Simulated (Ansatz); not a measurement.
SnTe: energy less free atoms and pressure against volume per atom

All results are calculated (Ansatz 0.2.0). Periodic Kohn-Sham DFT of a crystal at fixed atoms; pressure and stress are positive in compression; the energy is the free energy less that of spherical unpolarised free atoms; site moments are those in the method's own spheres, positive along +z.

Cell of the first row (space group Fm-3m, No. 225):
```
cell vectors (Å)
   0.0000     3.0921     3.0921
   3.0921     0.0000     3.0921
   3.0921     3.0921     0.0000
atoms (fractions of the cell vectors)
Sn  0.00000  0.00000  0.00000
Te  0.50000  0.50000  0.50000
```

Settings of every row: method all-electron LAPW; functional PBE; relativity scalar; k mesh 11x11x11; filling fermi-dirac; smearing width 0.08 eV; basis error target 0.25 meV/atom; nucleus gaussian.

Atom start moment: 0 on all atoms.

Limits: no spin-orbit coupling on heavy atoms.

Limits of some rows: small gap, it may come from the mesh (row 1, 3, 4, 5, 6, 7, 9, 11).

| row | volume per atom (Å³) | energy less free atoms (eV/atom) | pressure (GPa) |
| --- | --- | --- | --- |
| 1 | 29.563 | -3.7144 | 5.504 |
| 2 | 29.877 | -3.7245 | 4.846 |
| 3 | 30.192 | ? | ? |
| 4 | 30.821 | -3.7477 | 3.07 |
| 5 | 31.135 | -3.7532 | 2.538 |
| 6 | 31.45 | -3.7577 | 2.032 |
| 7 | 31.764 | -3.7612 | 1.553 |
| 8 | 32.079 | -3.7638 | 1.098 |
| 9 | 32.708 | -3.7664 | 0.255 |
| 10 | 33.022 | -3.7665 | -0.134 |
| 11 | 33.337 | -3.7659 | -0.504 |

Question: what energy less free atoms and pressure should row 3 give?

Worked fit of energy less free atoms. Take u = (V_r/V)^(2/3) − 1 with V_r = 31.607 Å³ an atom, which is twice the finite (Eulerian) strain; such expansions in the strain, on which the Birch-Murnaghan equation of state is built, carry the rest volume and the bulk modulus. The shown rows have u = 0.04558, 0.03824, 0.01693, 0.01008, 0.00333, -0.0033, -0.00983, -0.02257, -0.02877, -0.0349. Least squares give energy less free atoms = −3.75957 + 0.5316 × u + 10.072 × u² eV/atom; a straight line predicts inner rows, each left out in turn, worse (root mean square 0.0061 against 2.6e-05 eV/atom). All shown rows lie on it to the printed digit. Its lowest point lies at u = -0.0264, or V = 32.9 Å³ an atom, and the curvature there gives the bulk modulus at fixed shape and fractions, B = (4/9)(1 + u)² E″(u)/V = 41.3 GPa. The withheld row has u = 0.03101, so the fit gives −3.75957 + 0.5316 × (0.03101) + 10.072 × (0.03101)² = -3.7334 eV/atom.

The calculation gave -3.7334 eV/atom. The fit meets it to the printed digit.

Worked fit of pressure. Take u = (V_r/V)^(2/3) − 1 with V_r = 31.607 Å³ an atom, which is twice the finite (Eulerian) strain; such expansions in the strain, on which the Birch-Murnaghan equation of state is built, carry the rest volume and the bulk modulus. The shown rows have u = 0.04558, 0.03824, 0.01693, 0.01008, 0.00333, -0.0033, -0.00983, -0.02257, -0.02877, -0.0349. Least squares give pressure = 1.7895 + 72.27 × u + 193.85 × u² + 182 × u³ GPa; a parabola predicts inner rows, each left out in turn, worse (root mean square 0.0023 against 0.00064 GPa). The rows lie off it by 0.000, -0.001, 0.001, 0.000, 0.000, 0.000, 0.000, 0.000, 0.000, 0.000. The pressure vanishes at u = -0.0266, or V = 32.91 Å³ an atom, and there the bulk modulus at fixed shape and fractions is B = −V dP/dV = (2/3)(1 + u) dP/du = 40.5 GPa. The withheld row has u = 0.03101, so the fit gives 1.7895 + 72.27 × (0.03101) + 193.85 × (0.03101)² + 182 × (0.03101)³ = 4.222 GPa.

The calculation gave 4.223 GPa. The fit lies 0.001 GPa (0.017 % of the column's range) below it, one unit of the last digit.
